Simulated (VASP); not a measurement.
All values below come from PBE GGA, VASP's PBE PAW potentials (set 64) (plane waves; VASP 6.6.1).

VASP ran on this input.

POSCAR:
```
NaBr
1.0
  0.0000000000   2.9850000000   2.9850000000
  2.9850000000   0.0000000000   2.9850000000
  2.9850000000   2.9850000000   0.0000000000
Na Br
1 1
Cartesian
  0.0000000000   0.0000000000   0.0000000000
  2.9850000000   2.9850000000   2.9850000000
```

KPOINTS:
```
Automatic mesh
0
Gamma
7 7 7
0 0 0
```

**INCAR**
```
# general
SYSTEM =NaBr
PREC   =Accurate
ENCUT  =400   # plane-wave cut-off (eV)
LREAL  =Auto   # projection in real space or not
LASPH  =.True.   # aspherical one-centre terms

# electronic loop
EDIFF  =1E-6
NELM   =100   # most electronic steps
ALGO   =Normal
LMAXMIX=4   # l cut-off of mixed one-centre charges

# smearing
ISMEAR =0   # Gaussian
SIGMA  =0.05   # width (eV)

# functional
GGA    =PE   # PBE

# ions
ISIF   =2

# output
LWAVE  =.False.
LCHARG =.False.
```

POTCAR, in this order: Na_pv Br (PBE.64 set). Program: vasp_std.

What VASP printed:

### OSZICAR
```
       N       E                     dE             d eps       ncg     rms          rms(c)
DAV:   1     0.825226031742E+02    0.82523E+02   -0.62732E+03   440   0.101E+03
DAV:   2     0.627025661964E+00   -0.81896E+02   -0.77161E+02   492   0.248E+02
DAV:   3    -0.611197766797E+01   -0.67390E+01   -0.67032E+01   542   0.725E+01
DAV:   4    -0.623733334500E+01   -0.12536E+00   -0.12529E+00   479   0.111E+01
DAV:   5    -0.623922392021E+01   -0.18906E-02   -0.18904E-02   537   0.132E+00    0.167E+00
DAV:   6    -0.612352996409E+01    0.11569E+00   -0.18978E-01   500   0.284E+00    0.103E+00
DAV:   7    -0.611216873728E+01    0.11361E-01   -0.87491E-02   503   0.188E+00    0.568E-01
DAV:   8    -0.611594874859E+01   -0.37800E-02   -0.63557E-03   461   0.804E-01    0.108E-01
DAV:   9    -0.611592844207E+01    0.20307E-04   -0.10173E-04   530   0.106E-01    0.564E-02
DAV:  10    -0.611598923017E+01   -0.60788E-04   -0.10731E-04   461   0.100E-01    0.117E-02
DAV:  11    -0.611598923685E+01   -0.66784E-08   -0.74470E-06   503   0.309E-02
   1 F= -.61159892E+01 E0= -.61159892E+01  d E =-.144098E-14
```

OUTCAR:
```
------------------------ aborting loop because EDIFF is reached ----------------------------------------
  FORCE on cell =-STRESS in cart. coord.  units (eV):
  Direction    XX          YY          ZZ          XY          YZ          ZX
  --------------------------------------------------------------------------------------
  Total        0.1604946      0.1604946      0.1604946      0.0000000      0.0000000      0.0000000
  in kB        4.8340160      4.8340160      4.8340160      0.0000000      0.0000000      0.0000000
  external PRESSURE =       4.8340160 kB  Pullay stress =       0.0000000 kB
  volume of cell :       53.19
      direct lattice vectors                 reciprocal lattice vectors
     0.000000000  2.985000000  2.985000000    -0.167504188  0.167504188  0.167504188
     2.985000000  0.000000000  2.985000000     0.167504188 -0.167504188  0.167504188
     2.985000000  2.985000000  0.000000000     0.167504188  0.167504188 -0.167504188
 POSITION                                       TOTAL-FORCE (eV/Angst)
 -----------------------------------------------------------------------------------
      0.00000      0.00000      0.00000         0.000000     -0.000000     -0.000000
      2.98500      2.98500      2.98500        -0.000000      0.000000      0.000000
 -----------------------------------------------------------------------------------
    total drift:                                0.000000      0.000000      0.000000
  FREE ENERGIE OF THE ION-ELECTRON SYSTEM (eV)
  ---------------------------------------------------
  free  energy   TOTEN  =        -6.1159892369 eV

  energy  without entropy=       -6.1159892369  energy(sigma->0) =       -6.11598924
```
(Selected blocks of OUTCAR.)

The compound is NaBr in the rock salt structure. The cell was not relaxed at this level. The run is one of a series of settings (LREAL = Auto against the base run), some of them coarse on purpose.
